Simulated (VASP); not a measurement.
**SnO2: equation of state with PBE**

The system is SnO2.

```xyz
6
Lattice="4.7880 0.0000 0.0000 0.0000 4.8666 0.0000 0.0000 0.0000 3.2409" Properties=species:S:1:pos:R:3 pbc="T T T"
Sn    0.0000    0.0000    0.0000
Sn    2.3940    2.4333    1.6204
O     3.3906    3.3042    0.0000
O     0.9966    3.9957    1.6204
O     3.7914    0.8709    1.6204
O     1.3974    1.5624    0.0000
```

The cell is a database's computed one.

| Item | Value |
| --- | --- |
| Program | VASP 6.6.1 |
| Task | equation of state |
| Functional | PBE |
| Potentials or basis | VASP PAW PBE potentials, release 64 (Sn_d, O) |
| Cutoff | 520 eV |
| k mesh | 6 × 6 × 8 |
| Occupations | fermi-dirac, width 0.05 eV |
| Spin | no spin polarisation |

| Quantity | Value |
| --- | --- |
| Equilibrium volume | 12.60 Å³/atom |
| Bulk modulus at fixed shape and positions | 179 GPa |
| Pressure derivative of the bulk modulus | 5.0 |

Energy against volume, from the lowest point:
| volume (Å³/atom) | energy (meV/atom) |
| --- | --- |
| 11.831 | 30.14 |
| 12.083 | 13.15 |
| 12.334 | 3.38 |
| 12.586 | 0.00 |
| 12.838 | 2.32 |
| 13.090 | 9.66 |
| 13.341 | 21.45 |

All runs of the series together: 16 min on 1 thread of AMD EPYC 9R45 (Zen 5), with other jobs on the host.

Caveat: the cell was scaled at fixed shape and fractional positions, which overstates the stiffness of a crystal with free parameters, most of all of layers and chains.
